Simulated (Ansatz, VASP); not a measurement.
# TiN (Osbornite) in VASP and in Ansatz

```
Ti N
1.0
     0.00000    2.11690    2.11690
     2.11690    0.00000    2.11690
     2.11690    2.11690    0.00000
Ti N
1 1
Cartesian
  0.0000 0.0000 0.0000
  2.1169 2.1169 2.1169
```

Alike in both runs: functional r2SCAN; k mesh 14 × 14 × 14; occupations fermi-dirac, width 0.1 eV; no spin polarisation.

Ansatz relaxed the structure, and its values are those at the end. VASP's run is a single point on that final structure, the one shown.

|  | VASP | Ansatz |
| --- | --- | --- |
| version | VASP 6.6.1 | Ansatz 0.2.0 |
| potentials or method | VASP PAW PBE potentials, release 64 (Ti_sv, N) | PAW plane waves |
| plane-wave cutoff (eV) | 520 | 500 |
| valence electrons in the cell | 17 | 17 |

VASP gave:

| Item | Value |
| --- | --- |
| pressure (GPa) | 1.4 |

**Question.** Which values does Ansatz return?

**Answer.** Pressure (GPa): 0.1.

The functional is the same, so the differences come from potentials, cutoffs and numerics. Ansatz warned: «stress_scf_threshold_loose».

Caveats: the PAW data sets were made with another functional, which shifts forces and pressure a little (VASP).
